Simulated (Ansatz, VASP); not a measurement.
**One calculation of H, two programs**

```
CELL_PARAMETERS angstrom
3.84013 0.00000 0.00000
-1.92007 3.32565 0.00000
0.00000 0.00000 5.04666
ATOMIC_POSITIONS crystal
H 0.33333 0.66667 0.17650
H 0.66667 0.33333 0.67650
H 0.67343 0.34686 0.82350
H 0.33333 0.66667 0.32350
```

Change from the starting cell: one atom moved.

Alike in both runs: task single point; functional PBEsol; k mesh 9 × 9 × 6; occupations gaussian, width 0.02 eV; no spin polarisation.

|  | VASP | Ansatz |
| --- | --- | --- |
| version | VASP 6.6.1 | Ansatz 0.2.0 |
| potentials or method | VASP PAW PBE potentials, release 64 (H) | scalar-relativistic, plane waves, PAW |
| plane-wave cutoff (eV) | 520 | 420 |
| valence electrons in the cell | 4 | 4 |

```csv
,VASP,Ansatz,Ansatz less VASP
gap on the k mesh at the Fermi level (eV),9.32,9.32,+0.001
least direct gap on the mesh (eV),9.32,9.32,+0.001
pressure (GPa),0.6,0.7,+0.13
largest component of the traceless stress (GPa),1.39,1.41,+0.021
rms of the force components (eV/Å),0.335,0.335,-0.0006
```

Atom by atom the forces differ by 0.001 eV/Å (rms over components). The functional is the same, so the differences come from potentials, cutoffs and numerics.

Caveats: the PAW data sets were made with another functional, which shifts forces and pressure a little (VASP); an odd mesh through Γ misses points on the zone boundary, where band edges often lie.
